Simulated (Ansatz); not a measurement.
## Surface calculation: diamond Si (110), 3 layers

The slab is cut from the diamond crystal, the stable phase, as relaxed on PAW files (20.47 Å³/atom), with 16 Å of vacuum and a dipole correction:

```
CELL_PARAMETERS angstrom
3.86854 0.00000 0.00000
0.00000 5.47094 0.00000
0.00000 0.00000 19.86850
ATOMIC_POSITIONS crystal
Si 0.75000 0.12500 0.40265
Si 0.25000 0.87500 0.40265
Si 0.25000 0.62500 0.50000
Si 0.75000 0.37500 0.50000
Si 0.75000 0.12500 0.59735
Si 0.25000 0.87500 0.59735
```

Computed with Ansatz 0.2.0; functional PBE, scalar-relativistic. Settings: a Γ-centred 8×6×1 k mesh, Fermi–Dirac smearing of 0.02 eV, no spin polarisation. Methods: LAPW: all electrons, basis error target 1 meV/atom; PAW: frozen-core files, cutoff 420 eV.

The bulk energy comes from a cell in the slab's orientation on a 8×6×8 mesh. The surface energy is (E(slab) − N·E(bulk))/2A at zero smearing, the mean of both faces; thin slabs carry quantum-size effects.

Real surfaces of this kind reconstruct, which a 1×1 cell forbids.

Question: As cut, the LAPW slab lies 4.213 eV above 6 atoms of bulk. What surface energy is that?

Answer: Over two faces of 21.16 Å² it is 99.5 meV/Å², and times 16.02 J/m² per eV/Å² that gives γ = 1.595 J/m².

```
method  γ as cut (J/m²)  γ relaxed (J/m²)  Φ as cut (eV)  Φ relaxed (eV)
  LAPW            1.595                 ?           4.76            4.79
```

Question: What belongs in the row "LAPW", column "γ relaxed (J/m²)"?

Answer: 1.551.

Question: How do the spacings between the planes relax?

Answer: From the bottom face up: d12 -5.7 % of 1.934 Å, d23 -5.7 % of 1.934 Å.

Question: A field of 0.1 V/Å is applied along the normal, atoms held. What follows?

Answer: LAPW finds an induced dipole of 0.0772 e·Å a cell (PAW 0.0772), that is 6.60 Å for 4πα over the area, against 3.65 Å between the outer atoms.

Question: A 2p core hole is made on one atom of each kind in every 1×1 cell (PAW hole dataset, neutral cell, valence without spin). What does it cost by layer?

Answer: layer 1 98.52 eV, layer 2 98.95 eV. Shifts between layers mean more than the absolute values, and a whole layer of holes screens otherwise than one hole.
